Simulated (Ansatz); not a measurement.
# Honeycomb SnTe bilayer (AB) in a perpendicular field, part 2 of 4

Aim: how the honeycomb SnTe bilayer (AB) screens a field along its normal, and what the field does to its bands. A positive field points along +c.

Ansatz 0.2.0; plane-wave DFT, LDA, Ansatz PAW (the session's first sound run).

So far. Step 2 (Relaxing the slab): The lattice constant a goes from 4.180 to 4.201 Å.

## Step 3: Single point, field 0, start network

A sawtooth potential applies the field, turning back in the middle of the vacuum. With the dipole correction the typed value is the field outside the slab. The induced dipole is small, so the SCF threshold is tight.

The cell differs from the one that the last finished run ended in (c 44.030 → 23.525 Å).

File input.yaml:

```yaml
crystal:
  lattice:
    - [4.2005683195, 0.0, 0.0]
    - [-2.1002841598, 3.637798875, 0.0]
    - [0.0, 0.0, 23.5246094599]
  atoms:
    - { symbol: Te, position: [0.6666666667, 0.3333333333, 0.3825780834] }
    - { symbol: Sn, position: [0.3333333333, 0.6666666667, 0.4497331023] }
    - { symbol: Te, position: [0.0, 0.0, 0.5479247215] }
    - { symbol: Sn, position: [0.6666666667, 0.3333333333, 0.6174219166] }
kpoints:
  mp_grid: { grid: [12, 12, 1] }
  band_path:
    path: [[0, 0, 0], [0.5, 0, 0], [0.33333333, 0.33333333, 0], [0, 0, 0]]
    npoints: 16
hamiltonian:
  xc: lda
scf:
  occupations: { method: fermi_dirac, width: 0.02585 }
  convergence: { dr2_threshold: 1.0e-10 }
efield:
  axis: 3
  dipole_correction: true
  ramp_position: 0.97
  ramp_width: 0.06
  amplitude: 0
output:
  dos: { projected: true, e_range: [-6, 5] }
  bader: true
  write_potential: true
  write_density: true
  volumetric_format: npy
  elf: true
```

On the command line:

```
$ ansatz run input.yaml --threads 4 --pin off --max-ram 6144MiB --backend cpu --events-out ev --progress --plain --runs-dir out
```

Numbers of over 12 decimals in the logs are rounded to 6 here.

The program printed:

```text
[...]
Crystal: 4 atoms, lattice volume = 359.475 Å³
Basis set: ecut = 420 eV, 6913 PW (Γ)
Bands: 36, of which v1, the nominal top of the filled ones, is band 30 counted from 1 (29 counted from 0)
Symmetry: 6 space group operations
[...]
k-points: 19 of 144 (time reversal used)
[...]
SCF iter   1: F=—  HF=-25413.781557 eV  |F-HF|=—  |Δ(HF+E_count)|=         —  Δρ=3.51e-3  dr2=8.96e-2  ethr=1.77e-3  p=0.065 e·Å  D=3.28e-2 V/Å  ΔV_dip=-0.77 eV  dr2_dipole=1.42e-2  V_vac-E_F(+/−)=3.78/4.55 eV  ⟨swp⟩=10.5  Hψ=3693  notcnv=0
efield: sawtooth ramp at fractional position 0.9700 (set: `efield.ramp_position`, or a place that a band, a saddle search or an elastic batch's reference lends), width 0.0600; the density the first Hamiltonian is built on has a dipole p = 0.065 e·Å; the dipole correction subtracts the counter field D = 3.28e-2 V/Å, which shifts the + side's vacuum level by -0.77 eV against the − side's; the planar-averaged density in the ramp window peaks in size at 5.7e-6 e/Å³
[...]
SCF iter   2: F=—  HF=-25413.794419 eV  |F-HF|=—  |Δ(HF+E_count)|=   1.29e-2  Δρ=2.47e-3  dr2=3.74e-1  ethr=1.49e-4  p=0.118 e·Å  D=5.96e-2 V/Å  ΔV_dip=-1.40 eV  dr2_dipole=1.60e-1  V_vac-E_F(+/−)=3.56/4.97 eV  ⟨swp⟩=4.0  Hψ=1277  notcnv=0  defer=21
[...]
SCF iter  11: F=-25413.765007 eV  HF=-25413.765007 eV  |F-HF|=3.64e-11  |Δ(HF+E_count)|=  1.09e-10  Δρ=9.06e-8  dr2=5.48e-11  ethr=1.00e-12  p=0.077 e·Å  D=3.88e-2 V/Å  ΔV_dip=-0.91 eV  dr2_dipole=7.32e-12  V_vac-E_F(+/−)=3.78/4.69 eV  ⟨swp⟩=10.2  Hψ=1870  notcnv=0
SCF 1 converged in 11 iterations: F = -25413.765007 eV  dr2 = 5.48e-11
[...]
NSCF: frozen V_eff on 49 k-points
efield: sawtooth ramp at fractional position 0.9700 (kept from the solve that this one continues, or follows in the run), width 0.0600; the density the first Hamiltonian is built on has a dipole p = 0.077 e·Å; the dipole correction subtracts the counter field D = 3.88e-2 V/Å, which shifts the + side's vacuum level by -0.91 eV against the − side's; the planar-averaged density in the ramp window peaks in size at 3.0e-6 e/Å³
[...]
SCF converged after 11 iterations
Free energy (F): -25413.765007 eV
[...]
Internal energy: -25413.764726 eV  (E = F + TS)
E sigma→0 (E₀):  -25413.764866 eV
Entropy (-TS):   -0.000281 eV (-0.070 meV/atom)
Fermi energy:    0.551242 eV
Dipole field:    D = 0.038791 V/Å  (p = 0.077062 e·Å, saw-weighted, corrected)
Work function:   Φ+ = 3.7768 eV   Φ− = 4.6893 eV
Levels:          The Fermi level and band energies are counted from a zero that moves with the ramp; work functions are not
[...]
--- Band table (eV; the first three rows and the last of 19) ---
  k-point 0: bands = [... 26 lower, -1.4804, -0.7555, -0.7555, 0.1604, 0.8054, 2.1361, 2.1361, 2.7230, ... 2 higher]
  k-point 1: bands = [... 26 lower, -1.4971, -1.2563, -0.8442, 0.4316, 1.0639, 1.9380, 2.2443, 2.9246, ... 2 higher]
  k-point 2: bands = [... 26 lower, -1.9212, -1.3487, -1.0730, 0.0683, 1.2983, 2.1853, 2.4372, 2.8804, ... 2 higher]
  k-point 18: bands = [... 26 lower, -2.8627, -2.6869, -1.6330, -1.4956, 1.4783, 1.6797, 2.4363, 3.8283, ... 2 higher]
--- Bader charges: 4 sites ---
  site symbol  charge [e]  shift [e]
     0     Te     -0.4399     0.0001
     1     Sn      0.5122     0.0001
     2     Te     -0.4745     0.0000
     3     Sn      0.4022     0.0000
  estimated error of the sums over rays = 2.8e-4 e
```

It took 21 s on 4 threads of Arm Neoverse V1, shared host; peak memory 0.82 GiB; 83 s of CPU time.

Numbers from this step:

* energy at zero smearing: -25413.7649 eV
* dipole along the normal: 0.07706 e·Å
* gap along the path: 0.2044 eV
* smallest direct gap along the path: 0.6351 eV
* step between the vacuum levels: -0.9125 eV
* ionisation energy, upper face: 3.860 eV
* electron affinity, upper face: 3.656 eV
* ionisation energy, lower face: 4.772 eV
* gap, the smaller of path and mesh: 0.2044 eV

Running mean over a fixed 2.8 Å (it still follows the layers) of the planar mean; the ramp of the sawtooth is left out. The electron's electrostatic potential energy less the Fermi level by z:

| z (Å) | electron's electrostatic potential energy less the Fermi level (eV) |
| --- | --- |
| 3.0 | 4.69 |
| 3.5 | 4.69 |
| 4.0 | 4.69 |
| 4.5 | 4.69 |
| 5.0 | 4.68 |
| 5.5 | 4.67 |
| 6.0 | 4.62 |
| 6.5 | 4.40 |
| 7.0 | 3.63 |
| 7.5 | 2.72 |
| 8.0 | 1.85 |
| 8.5 | 0.297 |
| 9.0 | -0.996 |
| 9.5 | -1.62 |
| 10.0 | -1.79 |
| 10.5 | -1.84 |
| 11.0 | -1.76 |
| 11.5 | -1.07 |
| 12.0 | -1.01 |
| 12.5 | -1.62 |
| 13.0 | -1.97 |
| 13.5 | -2.21 |
| 14.0 | -2.21 |
| 14.5 | -1.93 |
| 15.0 | -0.817 |
| 15.5 | 0.635 |
| 16.0 | 1.65 |
| 16.5 | 2.64 |
| 17.0 | 3.42 |
| 17.5 | 3.67 |
| 18.0 | 3.75 |
| 18.5 | 3.77 |
| 19.0 | 3.77 |
| 19.5 | 3.78 |
| 20.0 | 3.78 |
| 20.5 | 3.78 |

The density of states has structure finer than the step of the table below, so its rows give means over 0.25 eV, whole bins alone (the curve runs from -6 to 2.11 eV). Peaks (eV: height): -4.870: 8.58, -2.800: 10.6, -2.390: 7.42, 0.700: 6.95, 1.500: 9.71, 1.830: 8.49, 1.910: 7.76.

Table of density of states by energy, zero at the Fermi level of the run, which the smearing sets inside the gap; means over each step:

| energy (eV) | density of states (states/eV a cell) |
| --- | --- |
| -5.25 | 0 |
| -5.00 | 0.844 |
| -4.75 | 3.30 |
| -4.50 | 2.07 |
| -4.25 | 1.35 |
| -4.00 | 1.38 |
| -3.75 | 1.62 |
| -3.50 | 3.55 |
| -3.25 | 4.04 |
| -3.00 | 4.62 |
| -2.75 | 4.34 |
| -2.50 | 2.98 |
| -2.25 | 4.81 |
| -2.00 | 2.59 |
| -1.75 | 2.07 |
| -1.50 | 1.42 |
| -1.25 | 2.91 |
| -1.00 | 1.57 |
| -0.75 | 0.857 |
| -0.50 | 0.549 |
| -0.25 | 0.719 |
| 0.00 | 0.0997 |
| 0.25 | 1.64 |
| 0.50 | 2.94 |
| 0.75 | 3.09 |
| 1.00 | 0.0200 |
| 1.25 | 1.58 |
| 1.50 | 6.73 |
| 1.75 | 5.11 |

Projected DOS per atom over height of the atomic layer and energy from the Fermi level. Layers: Te Sn Te Sn from below.

Ten even steps from '0' (0.00 states/eV) to '9' (2.51 states/eV), each cell a mean:
```
2317
3629
0001
1024
1125
0000
0000
1000
2101
3201
3111
4143
5142
7242
5252
2231
0020
1120
1252
0000
0000
0000
```
Columns: height of the atomic layer (Å) from 9 to 14.5 (not evenly spaced); rows upwards: energy from the Fermi level (eV) from -5.96 to 2.05.

The electronic bands at the labelled points (eV, zero at the Fermi level of the run, which the smearing sets inside the gap):

| point | band 27 | band 28 | band 29 | band 30 | band 31 | band 32 | band 33 | band 34 |
| --- | --- | --- | --- | --- | --- | --- | --- | --- |
| Γ | -2.03 | -1.31 | -1.31 | -0.39 | 0.25 | 1.58 | 1.58 | 2.17 |
| halfway | -2.81 | -2.08 | -1.90 | -1.01 | 0.61 | 1.59 | 1.96 | 2.44 |
| M | -3.35 | -2.84 | -2.37 | -1.39 | 0.15 | 1.14 | 1.82 | 2.00 |
| halfway | -3.43 | -3.29 | -2.34 | -1.40 | 0.44 | 1.43 | 1.81 | 2.77 |
| K | -3.41 | -3.24 | -2.18 | -2.05 | 0.93 | 1.13 | 1.89 | 3.28 |
| halfway | -2.90 | -2.80 | -1.87 | -0.75 | 0.60 | 1.73 | 1.97 | 2.48 |
| Γ | -2.03 | -1.31 | -1.31 | -0.39 | 0.25 | 1.58 | 1.58 | 2.17 |

Electrostatic potential energy in the ca plane at fractional y = 0.333, with atoms of Te and Sn within 0.2 Å of it. With pseudopotentials it is smooth inside the atoms' cores, unlike the true potential.

Values in eV, 6 rows by 16 columns, each cell a mean:
```
  5   5   5   5   5   5  -2 -11  -2   3   3   0 -10  -7   3   4
  5   5   5   5   5   4  -8   3  -8   4   4  -2  -5  -7   2   4
  5   5   5   5   5   4  -8  -2  -7   3   4  -1  -8  -9   2   4
  5   5   5   5   5   5   0  -7  -1   2   2   0  -6  -4   3   4
  5   5   5   5   5   5   4   3  -1  -1   0  -3   1   3   4   4
  5   5   5   5   5   5   4   2  -1   0   1  -2   1   2   4   4
```
Columns run along c (16.0 Å, from fractional 0.08 to 0.76 of the cell; values clipped at the 3rd and 97th percentile), rows up along a (4.2 Å). Atoms in or near the plane, at fractional coordinates: Te at (0.38, 0.67), Sn at (0.62, 0.67).

Valence density in the ca plane at fractional y = 0.333, with atoms of Te and Sn within 0.2 Å of it. It is the smooth field of the valence electrons, not physical close to the nuclei.

Values in units of 1e0 e/Å³, 6 rows by 16 columns, each cell a mean:
```
0.0 0.0 0.0 0.0 0.0 0.0 0.3 0.9 0.3 0.1 0.1 0.2 0.6 0.5 0.0 0.0
0.0 0.0 0.0 0.0 0.0 0.0 1.3 8.7 0.7 0.1 0.0 0.2 5.5 3.6 0.1 0.0
0.0 0.0 0.0 0.0 0.0 0.0 1.0 6.0 0.6 0.1 0.0 0.2 3.8 2.6 0.1 0.0
0.0 0.0 0.0 0.0 0.0 0.0 0.2 0.4 0.2 0.1 0.1 0.2 0.3 0.2 0.0 0.0
0.0 0.0 0.0 0.0 0.0 0.0 0.0 0.1 0.2 0.2 0.2 0.3 0.1 0.0 0.0 0.0
0.0 0.0 0.0 0.0 0.0 0.0 0.0 0.1 0.2 0.2 0.2 0.2 0.1 0.1 0.0 0.0
```
Columns run along c (16.0 Å, from fractional 0.08 to 0.76 of the cell), rows up along a (4.2 Å). Atoms in or near the plane, at fractional coordinates: Te at (0.38, 0.67), Sn at (0.62, 0.67).

ELF in the ca plane at fractional y = 0.333, with atoms of Te and Sn within 0.2 Å of it. It is the smooth field of the valence electrons, not physical close to the nuclei.

Ten even steps from '0' (0.00) to '9' (0.84), each cell a mean:
```
00000000000001247887677542112355543446776420
00000000000002478875456642100123333345799742
00000000000013589851014652000012331014699863
00000000000013689850004552000012220003699973
00000000000013589862125652000012331014699863
00000000000002478976556642100123333345798741
00000000000000246787777532212356543446775310
00000000000000012345554333323567654333321000
00000000000000000001122334334666653210000000
00000000000000000011223334334666653211000000
00000000000000012456655433323566654344432100
```
Columns run along c (16.0 Å, from fractional 0.08 to 0.76 of the cell), rows up along a (4.2 Å). Atoms in or near the plane, at fractional coordinates: Te at (0.38, 0.67), Sn at (0.62, 0.67).

The gap is 0.20 eV, with the valence edge 3.86 eV and the conduction edge 3.66 eV under the upper vacuum level. Spin-orbit coupling, left out in this run, matters for the bands of elements this heavy.

## Step 4: Single point, field 0.1 V/Å

input.yaml: that of step 3 with these lines changed.

```diff
@@ -23,8 +23,6 @@
   dipole_correction: true
-  ramp_position: 0.97
-  ramp_width: 0.06
-  amplitude: 0
+  ramp_position: 0.9613
+  ramp_width: 0.0778
+  amplitude: 0.1
 output:
-  dos: { projected: true, e_range: [-6, 5] }
-  bader: true
   write_potential: true
@@ -32,2 +30 @@
   volumetric_format: npy
-  elf: true
```

The program printed:

```text
[...]
Crystal: 4 atoms, lattice volume = 359.475 Å³
Basis set: ecut = 420 eV, 6913 PW (Γ)
Bands: 36, of which v1, the nominal top of the filled ones, is band 30 counted from 1 (29 counted from 0)
Symmetry: 6 space group operations
[...]
k-points: 19 of 144 (time reversal used)
[...]
k-point 0: bands = [... 26 lower, -1.4701, -0.7553, -0.7553, 0.1676, 0.8170, 2.1448, 2.1448, 2.7286, ... 2 higher]
  k-point 1: bands = [... 26 lower, -1.4865, -1.2555, -0.8436, 0.4354, 1.0820, 1.9445, 2.2533, 2.9272, ... 2 higher]
  k-point 2: bands = [... 26 lower, -1.9117, -1.3371, -1.0719, 0.0717, 1.3151, 2.1972, 2.4466, 2.8815, ... 2 higher]
  k-point 18: bands = [... 26 lower, -2.8581, -2.6810, -1.6272, -1.4922, 1.4917, 1.6894, 2.4499, 3.8396, ... 2 higher]
[key lines of the parts left out:]
SCF converged after 13 iterations
Free energy (F): -25413.776201 eV
Fermi energy:    0.558490 eV
Dipole field:    D = 0.073900 V/Å  (p = 0.146808 e·Å, saw-weighted, corrected)
```

It took 16 s on 4 threads; peak memory 0.72 GiB; 62 s of CPU time.

The dipole is 0.147 e·Å, 0.0697 e·Å from its value without field, and the gap 0.214 eV.

## Step 5: Single point, field -0.1 V/Å

input.yaml: that of step 4 with these lines changed.

```diff
@@ -25,3 +25,3 @@
   ramp_width: 0.0778
-  amplitude: 0.1
+  amplitude: -0.1
 output:
```

The program printed:

```text
[...]
Crystal: 4 atoms, lattice volume = 359.475 Å³
Basis set: ecut = 420 eV, 6913 PW (Γ)
Bands: 36, of which v1, the nominal top of the filled ones, is band 30 counted from 1 (29 counted from 0)
Symmetry: 6 space group operations
[...]
k-points: 19 of 144 (time reversal used)
[...]
k-point 0: bands = [... 26 lower, -1.4919, -0.7572, -0.7572, 0.1511, 0.7929, 2.1262, 2.1262, 2.7157, ... 2 higher]
  k-point 1: bands = [... 26 lower, -1.5094, -1.2582, -0.8462, 0.4261, 1.0445, 1.9302, 2.2342, 2.9205, ... 2 higher]
  k-point 2: bands = [... 26 lower, -1.9319, -1.3614, -1.0756, 0.0636, 1.2797, 2.1717, 2.4265, 2.8773, ... 2 higher]
  k-point 18: bands = [... 26 lower, -2.8687, -2.6940, -1.6399, -1.5004, 1.4637, 1.6686, 2.4213, 3.8155, ... 2 higher]
[key lines of the parts left out:]
SCF converged after 13 iterations
Free energy (F): -25413.760794 eV
Fermi energy:    0.542539 eV
Dipole field:    D = 0.003597 V/Å  (p = 0.007145 e·Å, saw-weighted, corrected)
```

The job ended after 16 s (4 threads; peak memory 0.73 GiB; 63 s of CPU time).

The dipole is 0.00715 e·Å, -0.0699 e·Å from its value without field, and the gap 0.195 eV.

## Step 6: Single point, field 0.5 V/Å

input.yaml: that of step 5 with these lines changed.

```diff
@@ -23,5 +23,5 @@
   dipole_correction: true
-  ramp_position: 0.9613
-  ramp_width: 0.0778
-  amplitude: -0.1
+  ramp_position: 0.8919
+  ramp_width: 0.2167
+  amplitude: 0.5
 output:
```

The program printed:

```text
[...]
Crystal: 4 atoms, lattice volume = 359.475 Å³
Basis set: ecut = 420 eV, 6913 PW (Γ)
Bands: 36, of which v1, the nominal top of the filled ones, is band 30 counted from 1 (29 counted from 0)
Symmetry: 6 space group operations
[...]
k-points: 19 of 144 (time reversal used)
[...]
k-point 0: bands = [... 26 lower, -1.4445, -0.7725, -0.7725, 0.1715, 0.8507, 2.1631, 2.1631, 2.7318, ... 2 higher]
  k-point 1: bands = [... 26 lower, -1.4676, -1.2653, -0.8593, 0.4287, 1.1375, 1.9519, 2.2727, 2.9103, ... 2 higher]
  k-point 2: bands = [... 26 lower, -1.8899, -1.3062, -1.0851, 0.0668, 1.3607, 2.2232, 2.4680, 2.8574, ... 2 higher]
  k-point 18: bands = [... 26 lower, -2.8584, -2.6737, -1.6182, -1.4956, 1.5288, 1.7094, 2.4849, 3.8651, ... 2 higher]
[key lines of the parts left out:]
SCF converged after 13 iterations
Free energy (F): -25413.890633 eV
Fermi energy:    0.568514 eV
Dipole field:    D = 0.214098 V/Å  (p = 0.425324 e·Å, saw-weighted, corrected)
```

It took 16 s on 4 threads; peak memory 0.75 GiB; 62 s of CPU time.

The dipole is 0.425 e·Å, 0.348 e·Å from its value without field, and the gap 0.254 eV.

## Step 7: Single point, field -0.3 V/Å

input.yaml: that of step 6 with these lines changed.

```diff
@@ -23,6 +23,8 @@
   dipole_correction: true
-  ramp_position: 0.8919
-  ramp_width: 0.2167
-  amplitude: 0.5
+  ramp_position: 0.9583
+  ramp_width: 0.0839
+  amplitude: -0.3
 output:
+  dos: { projected: true, e_range: [-6, 5] }
+  bader: true
   write_potential: true
@@ -30 +32,2 @@
   volumetric_format: npy
+  elf: true
```

The program printed:

```text
[...]
Crystal: 4 atoms, lattice volume = 359.475 Å³
Basis set: ecut = 420 eV, 6913 PW (Γ)
Bands: 36, of which v1, the nominal top of the filled ones, is band 30 counted from 1 (29 counted from 0)
Symmetry: 6 space group operations
[...]
k-points: 19 of 144 (time reversal used)
[...]
k-point 2: bands = [... 26 lower, -1.9583, -1.3916, -1.0863, 0.0484, 1.2347, 2.1368, 2.4000, 2.8621, ... 2 higher]
  k-point 18: bands = [... 26 lower, -2.8865, -2.7134, -1.6583, -1.5153, 1.4295, 1.6407, 2.3855, 3.7835, ... 2 higher]
--- Bader charges: 4 sites ---
  site symbol  charge [e]  shift [e]
     0     Te     -0.4140     0.0001
     1     Sn      0.5071     0.0001
     2     Te     -0.4662     0.0000
     3     Sn      0.3731     0.0000
  estimated error of the sums over rays = 3.1e-4 e
[key lines of the parts left out:]
SCF converged after 13 iterations
Free energy (F): -25413.773392 eV
Fermi energy:    0.519186 eV
Dipole field:    D = -0.067107 V/Å  (p = -0.133315 e·Å, saw-weighted, corrected)
```

The job ended after 23 s (4 threads; peak memory 0.81 GiB; 89 s of CPU time).

The dipole is -0.133 e·Å, -0.210 e·Å from its value without field, and the gap 0.178 eV.

## Step 8: Response, atoms held

This step: plane-wave DFT, LDA, Ansatz PAW; response to a field along the normal, atoms held (Ansatz 0.2.0).

The dipoles give the slope, and the difference of two potentials shows where the field is screened.

This step gave:

| Quantity | Value |
| --- | --- |
| equivalent conductor thickness p/(ε₀AE) | 8.269 Å |
| distance between the outer atoms | 5.525 Å |

The dipole of the cell by applied field:

| applied field (V/Å) | dipole of the cell (e·Å) |
| --- | --- |
| -0.300 | -0.133 |
| -0.100 | 0.00715 |
| 0.000 | 0.0771 |
| 0.100 | 0.147 |
| 0.500 | 0.425 |

Local field over the applied field, running mean. From the potentials at -0.1 and 0.1 V/Å; running mean over 2.5 Å. Local field over applied field against z:

z (Å), local field over applied field and a bar:
```
     4.12      0.999 ##############################
     4.56      0.997 ##############################
     5.00      0.992 ##############################
     5.29      0.985 ##############################
     5.73      0.965 #############################
     6.18      0.923 ############################
     6.62      0.844 #########################
     7.06      0.726 ######################
     7.35      0.631 ###################
     7.79      0.477 ##############
     8.23      0.324 ##########
     8.67      0.188 #####
     9.12      0.087 ##
     9.56      0.034 #
     9.85      0.020 
    10.29      0.014 
    10.73      0.018 
    11.17      0.027 #
    11.62      0.033 #
    11.91      0.030 #
    12.35      0.019 
    12.79      0.011 
    13.23      0.007 
    13.67      0.011 
    13.97      0.021 
    14.41      0.063 ##
    14.85      0.145 ####
    15.29      0.263 ########
    15.73      0.405 ############
    16.17      0.557 #################
    16.47      0.656 ####################
    16.91      0.789 ########################
    17.35      0.884 ###########################
    17.79      0.942 ############################
    18.23      0.972 #############################
    18.53      0.984 ##############################
    18.97      0.993 ##############################
    19.41      0.997 ##############################
```

Electrons, planar mean, per unit field. Table of induced electron density by z:

z (Å), induced electron density (e/Å³ per V/Å) and a bar from the least value:
```
      4.5    0.00001 ###############
      5.0    0.00004 ###############
      5.5    0.00011 ################
      6.0    0.00029 ################
      6.5    0.00072 ###################
      7.0    0.00159 #######################
      7.5    0.00279 #############################
      8.0    0.00299 ##############################
      8.5    0.00148 ######################
      9.0    0.00085 ###################
      9.5    0.00043 #################
     10.0   -0.00004 ###############
     10.5   -0.00063 ############
     11.0   -0.00011 ##############
     11.5    0.00003 ###############
     12.0    0.00013 ################
     12.5    0.00036 #################
     13.0    0.00028 ################
     13.5   -0.00029 ##############
     14.0   -0.00014 ##############
     14.5   -0.00048 #############
     15.0   -0.00085 ###########
     15.5   -0.00264 ##
     16.0   -0.00297 
     16.5   -0.00201 #####
     17.0   -0.00106 ##########
     17.5   -0.00049 #############
     18.0   -0.00021 ##############
     18.5   -0.00008 ###############
     19.0   -0.00003 ###############
```

The smaller of the gaps on the path and on the k-mesh, counted as 0 under 0.03 eV. Table of gap by applied field:

| applied field (V/Å) | gap (eV) |
| --- | --- |
| -0.300 | 0.178 |
| -0.100 | 0.195 |
| 0.000 | 0.204 |
| 0.100 | 0.214 |
| 0.500 | 0.254 |

By hand: between -0.1 and 0.1 V/Å the dipole changes by 0.1397 e·Å, a slope of 0.6983 e·Å²/V. A perfect conductor of thickness t has p = ε₀AEt, so t = 180.95 × 0.6983 / 15.281 = 8.27 Å (e/ε₀ = 180.95 V·Å, A in Å²).

The induced dipole is that of a conductor 8.27 Å thick.

[end of part 2 of 4]

[Logs are printed without paths, hosts, clocks, repeated set-up lines and the standing remarks that a program may print on its own settings, such as how far it seeks lower states.]

[Hosts, paths, dates, database ids (printed as entryN), source tags and the programs' standing remarks are cut or masked in the printed files.]

[Maps of the electrostatic potential energy from Ansatz leave out the sawtooth potential of an applied field or a dipole correction, so their vacuum need not be flat; planar profiles and work functions include it.]

[The density of states shown here was stored with 400 of the rows of the run's finer table, so its peaks can read low, often by over a quarter, or be missed, and its means over a window can be off by a tenth or more.]
